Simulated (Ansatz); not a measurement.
**SiO₂ under strain: O-17 nuclear quadrupole resonance**

Cell: a COD entry, relaxed with PBE at fixed cell and then changed (z compressed by 1 %, ions relaxed).

```
Si O
1.0
     4.97270    0.00000    0.00000
     0.00000    4.97270    0.00000
     0.00000    0.00000    6.85644
Si O
4 8
Direct
  0.30704 0.30704 0.00000
  0.19296 0.80704 0.25000
  0.69296 0.69296 0.50000
  0.80704 0.19296 0.75000
  0.23572 0.11921 0.18709
  0.38079 0.73572 0.43709
  0.76428 0.88079 0.68709
  0.61921 0.26428 0.93709
  0.73572 0.38079 0.56291
  0.88079 0.76428 0.31291
  0.26428 0.61921 0.06291
  0.11921 0.23572 0.81291
```

Sites (sets of like atoms) are named by element and the number of their first atom in this list.

Method: Kohn–Sham DFT in Ansatz, PBE, plane waves and PAW, scalar-relativistic, 420 eV cutoff, Γ-centred 6×6×5 k-points, Fermi–Dirac smearing 0.02 eV.

O-17: I = 5/2, Q = -25.58 mb (year-2017 value). Static lattice, zero field.

**Question.** Predict the zero-field O-17 lines of each site.

**Answer.** For I = 5/2 and η = 0 the lines are 3|C_Q|/20 and twice that; η pulls their ratio below 2.

```json
{"site": "O", "atoms": "5, 6, 7, 8, 9, 10, …", "V_zz (10²¹ V/m²)": "9.41", "C_Q (MHz)": "-5.82", "η": "0.21", "line frequencies (MHz)": "0.915, 1.73"}
```

At O V_zz runs parallel to the line that joins its two neighbours (within 1°).
